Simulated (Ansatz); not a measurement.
Runs of Ansatz 0.2.0 on CoO. Symmetry: R3m, No. 160, trigonal system. Conventional cell: a = 3.204 Å, b = 3.204 Å, c = 7.699 Å, α = 90.00°, β = 90.00°, γ = 120.00°. Co (site symmetry 3m) has 4 O at 1.91 to 1.96 Å as nearest neighbours. O (site symmetry 3m) has 4 Co at 1.91 to 1.96 Å as nearest neighbours. Measurements of this composition are mostly on another form, of space group No. 225.

```tsv
task	level	potentials or basis	spin	U	cell	k mesh	cutoff (eV)	smearing	hubbard projectors	double counting	other keys	gap on the mesh (eV)	pressure (GPa)	moment (μB)	largest force (eV/Å)
electric field gradients	PBE+D4+U	Ansatz PAW	collinear, ferromagnetic start	Co d U = 3.5 eV	as given	10 × 10 × 10	420	fermi-dirac 0.01 eV	all-electron-atomic	amf	-	0.09	11.3	3.00	0.42
single point	PBE+D3(BJ)+U	PseudoDojo standard (PBE files)	collinear, ferromagnetic start	Co d U = 4 eV	cell strained at random at fixed volume	8 × 8 × 8	1306	gaussian 0.02 eV	ortho-atomic (the default)	amf	-	0.13	10.9	3.00	0.70
Wannier functions	RPBE	Ansatz PAW earlier set	collinear, ferromagnetic start	-	as given	10 × 10 × 10	930	methfessel-paxton 0.001 eV	-	-	scf.mixing.preconditioner = ldos; …	none	-	2.81	-
projected density of states	PBE+D4+U	Ansatz PAW polarizable	collinear, random start	Co d U = 5.3 eV	volume scaled by 0.92	10 × 10 × 10	420	fermi-dirac 0.05 eV	all-electron-atomic	fll	-	(b)	34.7	3.00	(a)
single point	LDA+U	Ansatz PAW	non-collinear, ferromagnetic start, SOC	Co d U = 8.0 eV	as given	10 × 10 × 10	420	methfessel-paxton 0.01 eV	all-electron-atomic	fll (the default)	scf.initial_density.chi_scale = 0; …	0.49	(c)	-	0.47
```

Task: Estimate the missing entries.

Result: (a) 0.65; (b) 0.30; (c) 10.1.

Caveats: the magnetic or orbital state may not be the lowest (some runs); a cell with one magnetic atom can't hold antiferromagnetic order, which such compounds often take (some runs); the PAW data sets come from PBE, with cores solved anew for the run's functional, which leaves a small shift of forces and pressure (some runs); semilocal functionals often make such compounds metallic where correlation or magnetic order opens a gap, which also shifts bond lengths (some runs); moments are unreliable in this version under spin-orbit coupling with a hybrid or U, so they aren't listed (some runs); the thresholds are loose for stress (some runs).

A k mesh can miss the band edges.

A gap of «none» marks a metal or a gap under the smearing width.
